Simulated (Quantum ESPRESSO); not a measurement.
# HfC (Fm-3m) in Quantum ESPRESSO: single point with PBE

Aim: the single point of HfC with PBE.

Program: Quantum ESPRESSO 7.5. These are calculated values, not measurements. Logs are shortened: lines on timing, memory, paths and dates and some standing lists are left out, and cuts for length are marked.

**1. Starting point**

The structure is cubic, space group Fm-3m (No. 225). The conventional cell has a = 4.650 Å, b = 4.650 Å, c = 4.650 Å, α = 90.00°, β = 90.00°, γ = 90.00°. Hf (site symmetry m-3m) has 6 C at 2.33 Å as nearest neighbours. C (site symmetry m-3m) has 6 Hf at 2.33 Å as nearest neighbours.

**2. Single point, PBE**

run.py reads:

```python
import numpy as np
from ase.calculators.espresso import Espresso, EspressoProfile
from ase.io import read

atoms = read('HfC.cif')

input_data = {
    'control': {'calculation': 'scf', 'prefix': 'pwscf', 'outdir': './tmp', 'tprnfor': True, 'tstress': True, 'disk_io': 'nowf'},
    'system': {'ecutwfc': 60.0, 'ecutrho': 440.0, 'nbnd': 14, 'occupations': 'smearing', 'smearing': 'fd', 'degauss': 0.00367493},
    'electrons': {'conv_thr': 4e-10, 'electron_maxstep': 120, 'mixing_beta': 0.5},
}
pseudopotentials = {'C': 'C.pbe-n-kjpaw_psl.1.0.0.UPF', 'Hf': 'Hf-sp.oncvpsp.upf'}
profile = EspressoProfile(command='pw.x', pseudo_dir='pseudo')
atoms.calc = Espresso(profile=profile, input_data=input_data, pseudopotentials=pseudopotentials, kpts=(10, 10, 10), koffset=(0, 0, 0))

print(f'energy {atoms.get_potential_energy():.8f} eV')
print('forces (eV/A)')
print(np.round(atoms.get_forces(), 6))
print('stress (eV/A^3, Voigt)')
print(np.round(atoms.get_stress(), 8))
print(f'Fermi level {atoms.calc.get_fermi_level():.4f} eV')
```

HfC.cif reads:

```cif
data_HfC
_cell_length_a 3.28804653
_cell_length_b 3.28804653
_cell_length_c 3.28804653
_cell_angle_alpha 60.00000000
_cell_angle_beta 60.00000000
_cell_angle_gamma 60.00000000
_space_group_name_H-M_alt 'P1'
_space_group_name_Hall 'P 1'
_space_group_IT_number 1
loop_
_space_group_symop_operation_xyz
'x,y,z'
loop_
_atom_site_label
_atom_site_type_symbol
_atom_site_symmetry_multiplicity
_atom_site_Wyckoff_symbol
_atom_site_fract_x
_atom_site_fract_y
_atom_site_fract_z
_atom_site_occupancy
Hf1 Hf 1 a 0.5000000000 0.5000000000 0.5000000000 1
C1 C 1 a 0.0000000000 0.0000000000 0.0000000000 1
```

Potentials or basis: SSSP 1.3 efficiency PBE.

Launch:

```sh
OMP_NUM_THREADS=1 python run.py
```

The log of the run:

```text
energy -1787.91077705 eV
forces (eV/A)
[[0. 0. 0.]
 [0. 0. 0.]]
stress (eV/A^3, Voigt)
[-0.00309786 -0.00309786 -0.00309786  0.         -0.         -0.        ]
Fermi level 15.4574 eV
```

espresso.pwi:

```text
&CONTROL
   calculation      = 'scf'
   tstress          = .true.
   tprnfor          = .true.
   outdir           = './tmp'
   prefix           = 'pwscf'
   disk_io          = 'nowf'
   pseudo_dir       = 'pseudo'
/
&SYSTEM
   nbnd             = 14
   ecutwfc          = 60.0
   ecutrho          = 440.0
   occupations      = 'smearing'
   degauss          = 0.00367493
   smearing         = 'fd'
   ntyp             = 2
   nat              = 2
   ibrav            = 0
/
&ELECTRONS
   electron_maxstep = 120
   conv_thr         = 4e-10
   mixing_beta      = 0.5
/
&IONS
/
&CELL
/
&FCP
/
&RISM
/
ATOMIC_SPECIES
Hf 178.49 Hf-sp.oncvpsp.upf
C 12.011 C.pbe-n-kjpaw_psl.1.0.0.UPF

K_POINTS automatic
10 10 10  0 0 0

CELL_PARAMETERS angstrom
3.28804653000000 0.00000000000000 0.00000000000000
1.64402326500000 2.84753182380527 0.00000000000000
1.64402326500000 0.94917727460176 2.68467874967627

ATOMIC_POSITIONS angstrom
Hf 3.2880465300 1.8983545492 1.3423393748  
C 0.0000000000 0.0000000000 0.0000000000
```

espresso.pwo:

```text
This program is part of the open-source Quantum ESPRESSO suite
     for quantum simulation of materials; please cite
         "P. Giannozzi et al., J. Phys.:Condens. Matter 21 395502 (2009);
         "P. Giannozzi et al., J. Phys.:Condens. Matter 29 465901 (2017);
         "P. Giannozzi et al., J. Chem. Phys. 152 154105 (2020);
     in publications or presentations arising from this work. More details at

Warning: card &CELL ignored
Warning: card &FCP ignored
Warning: card &RISM ignored

     file C.pbe-n-kjpaw_psl.1.0.0.UPF: wavefunction(s)  2S 2P renormalized
     Message from routine setup:
     using ibrav=0 with symmetry is DISCOURAGED, use correct ibrav instead

     Subspace diagonalization in iterative solution of the eigenvalue problem:
     a serial algorithm will be used

     G-vector sticks info
     --------------------
     sticks:   dense  smooth     PW     G-vecs:    dense   smooth      PW
     Sum        1159     649    199                26469    10777    1917

     Using Slab Decomposition

     bravais-lattice index     =            0
     lattice parameter (alat)  =       6.2135  a.u.
     unit-cell volume          =     169.6272 (a.u.)^3
     number of atoms/cell      =            2
     number of atomic types    =            2
     number of electrons       =        16.00
     number of Kohn-Sham states=           14
     kinetic-energy cutoff     =      60.0000  Ry
     charge density cutoff     =     440.0000  Ry
     scf convergence threshold =      4.0E-10
     mixing beta               =       0.5000
     number of iterations used =            8  plain     mixing
     Exchange-correlation= SLA  PW   PBX  PBC
                           (   1   4   3   4   0   0   0)

     celldm(1)=   6.213507  celldm(2)=   0.000000  celldm(3)=   0.000000
     celldm(4)=   0.000000  celldm(5)=   0.000000  celldm(6)=   0.000000

     crystal axes: (cart. coord. in units of alat)
               a(1) = (   1.000000   0.000000   0.000000 )
               a(2) = (   0.500000   0.866025   0.000000 )
               a(3) = (   0.500000   0.288675   0.816497 )

     reciprocal axes: (cart. coord. in units 2 pi/alat)
               b(1) = (  1.000000 -0.577350 -0.408248 )
               b(2) = (  0.000000  1.154701 -0.408248 )
               b(3) = (  0.000000  0.000000  1.224745 )

     PseudoPot. # 1 for Hf read from file:
     Hf-sp.oncvpsp.upf
     Pseudo is Norm-conserving + core correction, Zval = 12.0
     Generated using ONCVPSP code by D. R. Hamann
     Using radial grid of 1656 points,  8 beta functions with:
                l(1) =   0
                l(2) =   0
                l(3) =   1
                l(4) =   1
                l(5) =   2
                l(6) =   2
                l(7) =   3
                l(8) =   3

     PseudoPot. # 2 for C  read from file:
     C.pbe-n-kjpaw_psl.1.0.0.UPF
     Pseudo is Projector augmented-wave + core cor, Zval =  4.0
     Generated using "atomic" code by A. Dal Corso  v.5.1
     Shape of augmentation charge: PSQ
     Using radial grid of 1073 points,  4 beta functions with:
                l(1) =   0
                l(2) =   0
                l(3) =   1
                l(4) =   1
     Q(r) pseudized with 0 coefficients

     atomic species   valence    mass     pseudopotential
     Hf               12.00   178.49000     Hf( 1.00)
     C                 4.00    12.01100     C ( 1.00)

     12 Sym. Ops., with inversion, found

   Cartesian axes

     site n.     atom                  positions (alat units)
         1        Hf     tau(   1) = (   1.0000000   0.5773503   0.4082483  )
         2        C      tau(   2) = (   0.0000000   0.0000000   0.0000000  )

     number of k points=   116  Fermi-Dirac smearing, width (Ry)=  0.0037

     Number of k-points >= 100: set verbosity='high' to print them.

     Dense  grid:    26469 G-vectors     FFT dimensions: (  45,  45,  45)

     Smooth grid:    10777 G-vectors     FFT dimensions: (  32,  32,  32)

     Initial potential from superposition of free atoms

     starting charge      15.9981, renormalised to      16.0000
     Starting wfcs are   14 randomized atomic wfcs
     Checking if some PAW data can be deallocated...

     Self-consistent Calculation

     iteration #  1     ecut=    60.00 Ry     beta= 0.50
     Davidson diagonalization with overlap
     ethr =  1.00E-02,  avg # of iterations =  2.8

     total energy              =    -131.17644172 Ry
     estimated scf accuracy    <       0.60690058 Ry

     iteration #  2     ecut=    60.00 Ry     beta= 0.50
     Davidson diagonalization with overlap
     ethr =  3.79E-03,  avg # of iterations =  2.1

     total energy              =    -131.36443765 Ry
     estimated scf accuracy    <       0.26947885 Ry

     iteration #  3     ecut=    60.00 Ry     beta= 0.50
     Davidson diagonalization with overlap
     ethr =  1.68E-03,  avg # of iterations =  1.4

     total energy              =    -131.40801193 Ry
     estimated scf accuracy    <       0.00349483 Ry

     iteration #  4     ecut=    60.00 Ry     beta= 0.50
     Davidson diagonalization with overlap
     ethr =  2.18E-05,  avg # of iterations =  4.3

     total energy              =    -131.40897655 Ry
     estimated scf accuracy    <       0.00101374 Ry

     iteration #  5     ecut=    60.00 Ry     beta= 0.50
     Davidson diagonalization with overlap
     ethr =  6.34E-06,  avg # of iterations =  1.4

     total energy              =    -131.40902459 Ry
     estimated scf accuracy    <       0.00013380 Ry

     iteration #  6     ecut=    60.00 Ry     beta= 0.50
     Davidson diagonalization with overlap
     ethr =  8.36E-07,  avg # of iterations =  2.2

     total energy              =    -131.40902895 Ry
     estimated scf accuracy    <       0.00001681 Ry

     iteration #  7     ecut=    60.00 Ry     beta= 0.50
     Davidson diagonalization with overlap
     ethr =  1.05E-07,  avg # of iterations =  1.9

     total energy              =    -131.40902938 Ry
     estimated scf accuracy    <       0.00000214 Ry

     iteration #  8     ecut=    60.00 Ry     beta= 0.50
     Davidson diagonalization with overlap
     ethr =  1.34E-08,  avg # of iterations =  2.0

     total energy              =    -131.40902983 Ry
     estimated scf accuracy    <       0.00000003 Ry

     iteration #  9     ecut=    60.00 Ry     beta= 0.50
     Davidson diagonalization with overlap
     ethr =  1.88E-10,  avg # of iterations =  2.8

     total energy              =    -131.40902982 Ry
     estimated scf accuracy    <       0.00000002 Ry

     iteration # 10     ecut=    60.00 Ry     beta= 0.50
     Davidson diagonalization with overlap
     ethr =  1.31E-10,  avg # of iterations =  2.0

     total energy              =    -131.40902983 Ry
     estimated scf accuracy    <          2.1E-09 Ry

     iteration # 11     ecut=    60.00 Ry     beta= 0.50
     Davidson diagonalization with overlap
     ethr =  1.30E-11,  avg # of iterations =  1.1

     End of self-consistent calculation

     Number of k-points >= 100: set verbosity='high' to print the bands.

     the Fermi energy is    15.4574 ev

!    total energy              =    -131.40902983 Ry
     estimated scf accuracy    <          8.5E-12 Ry
     smearing contrib. (-TS)   =      -0.00020539 Ry
     internal energy E=F+TS    =    -131.40882444 Ry

     The total energy is F=E-TS. E is the sum of the following terms:
     one-electron contribution =      -9.77868340 Ry
     hartree contribution      =      13.15085506 Ry
     xc contribution           =     -33.22235574 Ry
     ewald contribution        =     -95.38758235 Ry
     one-center paw contrib.   =      -6.17105801 Ry

     convergence has been achieved in  11 iterations

     Forces acting on atoms (cartesian axes, Ry/au):

     atom    1 type  1   force =     0.00000000    0.00000000    0.00000000
     atom    2 type  2   force =     0.00000000    0.00000000    0.00000000

     Total force =     0.000000     Total SCF correction =     0.000000

     Computing stress (Cartesian axis) and pressure

          total   stress  (Ry/bohr**3)                   (kbar)     P=        4.96
   0.00003374   0.00000000   0.00000000            4.96        0.00        0.00
   0.00000000   0.00003374  -0.00000000            0.00        4.96       -0.00
   0.00000000  -0.00000000   0.00003374            0.00       -0.00        4.96

=------------------------------------------------------------------------------=
   JOB DONE.
=------------------------------------------------------------------------------=
```

Run time: 27 s. Hardware: 1 thread of Intel Xeon Platinum 8488C (Sapphire Rapids), shared host; peak memory 0.13 GiB.

What came out:

* Free energy: -1787.9109 eV
* Pressure: 0.5 GPa
* Band gap on the k mesh: none (metal or under the smearing width)

**3. For comparison**

An earlier run on the cell as given: functional PBE; potentials or basis SSSP 1.3 efficiency PBE; cutoff 816 eV; density cutoff 5987 eV; k mesh 10 × 10 × 10; occupations fermi-dirac, width 0.05 eV; no spin polarisation.

* Pressure: 0.5 GPa
* Band gap on the k mesh: none (metal or under the smearing width)
